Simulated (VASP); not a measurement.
Here is a VASP 6.6.1 calculation.

File INCAR:

```
SYSTEM = SrCl2
ALGO = Normal ; EDIFF = 1E-7
ENCUT = 520 ; GGA = PS
ISIF = 2 ; ISMEAR = 0
LASPH = .TRUE. ; LCHARG = .FALSE.
LREAL = .FALSE. ; LWAVE = .FALSE.
NBANDS = 19 ; NELM = 100
PREC = Accurate ; SIGMA = 0.05
```

KPOINTS

```
k-points
0
G
  6 6 6
  0 0 0
```

The input POSCAR:

```
SrCl2
1.0
    0.2286488000      3.4855000000      3.4855000000
    3.7141488000      0.0000000000      3.7141488000
    3.4855000000      3.4855000000      0.2286488000
Sr Cl
1 2
Direct
    0.0000000000      0.0000000000      0.0000000000
    0.2500000000      0.2500000000      0.2500000000
    0.7500000000      0.7500000000      0.7500000000
```

Potentials or basis: VASP PAW PBE potentials, release 64 (Sr_sv, Cl).

The run is started by

```console
$ cat potpaw_PBE.64/Sr_sv/POTCAR potpaw_PBE.64/Cl/POTCAR > POTCAR
$ mpirun -np 1 vasp_std > vasp.out
```

(1) Estimate the largest force.

(2) Estimate the pressure.

## Answers

(1) 0.313 eV/Å.

(2) 0.0 GPa.

Caveat: the PAW data sets were made with another functional, which shifts forces and pressure a little.
